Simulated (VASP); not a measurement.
Crystal: ZnCu.

```xyz
2
Lattice="2.9450 0.0000 0.0000 0.0000 2.9450 0.0000 0.0000 0.0000 2.9450" Properties=species:S:1:pos:R:3 pbc="T T T"
Zn    1.3859    1.3727    1.4862
Cu   -0.0951   -0.0418   -0.0243
```

The cell isn't the ideal one: atoms moved at random, drawn with an rms of 0.15 Å.

```yaml
Program: VASP 6.6.1
Task: relaxation of the atoms
Functional: RPBE
Potentials_or_basis: VASP PAW PBE potentials, release 64 (Zn, Cu)
Cutoff: 520 eV
k_mesh: 9 × 9 × 9
Occupations: methfessel-paxton, width 0.2 eV
Spin: no spin polarisation
```

At the start: pressure 7.7 GPa; volume 12.77 Å³/atom.

Q: Where does the relaxation end?

A: Over 3 steps the energy falls by 6.4 meV/atom; space group Pm-3m (No. 221, to 0.05 Å).

Step by step:
| step | energy change (eV) | largest force (eV/Å) | pressure (GPa) |
| --- | --- | --- | --- |
| 1 | 0.0000 | 0.3693 | 7.68 |
| 2 | -0.0057 | 0.2740 | 7.53 |
| 3 | -0.0128 | 0.0044 | 7.41 |

Final structure:
```
Zn Cu
1.0
     2.94500    0.00000    0.00000
     0.00000    2.94500    0.00000
     0.00000    0.00000    2.94500
Zn Cu
1 1
Cartesian
  1.3859 1.3727 1.4862
  2.8584 2.8460 0.0135
```

Caveat: the PAW data sets were made with another functional, which shifts forces and pressure a little.
